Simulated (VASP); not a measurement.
## SrO in VASP 6.6.1, single-point calculation

INCAR

```
NELM = 72
ISMEAR = -1
SIGMA = 0.02
GGA = PE
IBRION = -1
NBANDS = 9
NSW = 0
PREC = Accurate
LREAL = .FALSE.
ISIF = 2
ENCUT = 520
EDIFF = 1E-7
LWAVE = .FALSE.
LCHARG = .FALSE.
LASPH = .TRUE.
```

KPOINTS

```
KPOINTS created by Atomic Simulation Environment
0
Gamma
8 8 8
0 0 0
```

POSCAR

```
Sr O
 1.0000000000000000
     0.0285068023000000    2.5826002048999999    2.5826002048999999
     2.5826002048999999    0.0285068023000000    2.5826002048999999
     2.5826002048999999    2.5826002048999999    0.0285068023000000
 Sr  O
   1   1
Cartesian
  0.0000000000000000  0.0000000000000000  0.0000000000000000
  2.5968536060499994  2.5968536060499994  2.5968536060499994
```

The recommended PBE PAW datasets give the neutral cell 16 valence electrons.

Command

```
mpirun -np 1 vasp_std
```

Q: How does this run end, and what does it give?

A: It converged. Results: gap between bands v and c on the k mesh 3.25 eV; least direct gap on the k mesh 3.33 eV; pressure 3.7 GPa. Band v is the last that the valence electrons fill when counted band by band, and c is the next.

OSZICAR

```
N       E                     dE             d eps       ncg     rms          rms(c)
DAV:   1     0.893762727867E+02    0.89376E+02   -0.91053E+03  1170   0.175E+03
DAV:   2    -0.118971107159E+02   -0.10127E+03   -0.96452E+02  1875   0.294E+02
DAV:   3    -0.141762240500E+02   -0.22791E+01   -0.22728E+01  1278   0.544E+01
DAV:   4    -0.142401084416E+02   -0.63884E-01   -0.63846E-01  1777   0.691E+00
DAV:   5    -0.142405409111E+02   -0.43247E-03   -0.43239E-03  1284   0.689E-01    0.166E+01
DAV:   6    -0.121204625874E+02    0.21201E+01   -0.16779E+01  1223   0.325E+01    0.225E+01
DAV:   7    -0.120442668949E+02    0.76196E-01   -0.10540E+00  1464   0.106E+01    0.115E+01
DAV:   8    -0.120340222142E+02    0.10245E-01   -0.14690E-01  1305   0.490E+00    0.240E+00
DAV:   9    -0.120358419673E+02   -0.18198E-02   -0.24413E-02  1596   0.162E+00    0.243E-01
DAV:  10    -0.120367133237E+02   -0.87136E-03   -0.17790E-03  1271   0.529E-01    0.154E-01
DAV:  11    -0.120367859057E+02   -0.72582E-04   -0.20020E-04  1279   0.153E-01    0.843E-02
DAV:  12    -0.120367914272E+02   -0.55215E-05   -0.13379E-05  1751   0.334E-02    0.405E-02
DAV:  13    -0.120367924296E+02   -0.10024E-05   -0.12605E-05  1416   0.335E-02    0.543E-03
DAV:  14    -0.120367920711E+02    0.35846E-06   -0.20930E-06  1282   0.163E-02    0.457E-03
DAV:  15    -0.120367920312E+02    0.39878E-07   -0.10563E-07   698   0.431E-03
   1 F= -.12036792E+02 E0= -.12036792E+02  d E =-.292058E-10
```

For comparison, a separate PBE run of the intended cell, on usual settings and not on those above, gives a gap of 3.25 eV on its mesh and a pressure of 3.7 GPa.
